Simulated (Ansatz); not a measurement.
Ge:

```
Ge
1.0
     1.48805   -2.59469    0.00000
     1.48805    2.59469    0.00000
     0.00000    0.00000    4.72760
Ge
2
Direct
  0.33345 0.66655 0.25000
  0.66655 0.33345 0.75000
```

This isn't the form of Ge at room conditions, which is diamond.

```yaml
Program: Ansatz 0.2.0
Task: relaxation of cell and atoms
Functional: HF
Potentials_or_basis: Ansatz PAW
Cutoff: "420 eV (not typed: the program's choice for these potentials)"
k_mesh: 5 × 5 × 3
Occupations: fermi-dirac, width 0.05 eV
Spin: no spin polarisation
```

At the start: volume 18.25 Å³/atom.

Task: Where does the relaxation end?

Result: It ends after 9 steps and the volume is 20.84 Å³/atom (+14.2 %); space group Cmcm (No. 63, to 0.05 Å).

The path:
```csv
step,energy change (eV),largest force (eV/Å),volume (Å³)
1,0.0000,0.0936,36.51
2,-0.1549,0.0429,39.62
3,-0.1770,0.0014,41.39
4,-0.1774,0.0084,41.67
5,-0.1774,0.0072,41.70
6,-0.1798,0.0072,41.70
7,-0.1798,0.0014,41.72
8,-0.1799,0.0000,41.68
9,-0.1798,0.0001,41.68
```

Final structure:
```
CELL_PARAMETERS angstrom
1.52093 -2.72919 0.00000
1.52093 2.72919 0.00000
0.00000 0.00000 5.02063
ATOMIC_POSITIONS crystal
Ge 0.33685 0.66315 0.25000
Ge 0.66315 0.33685 0.75000
```

Caveat: the k mesh is coarse (spacing up to 0.49 Å⁻¹), so the values aren't converged, least of all with exact exchange; the plane-wave basis is chosen anew once the cell has moved, so the energies of steps on either side of that aren't comparable; the PAW data sets come from PBE, with cores solved anew for the run's functional, which leaves a small shift of forces and pressure.
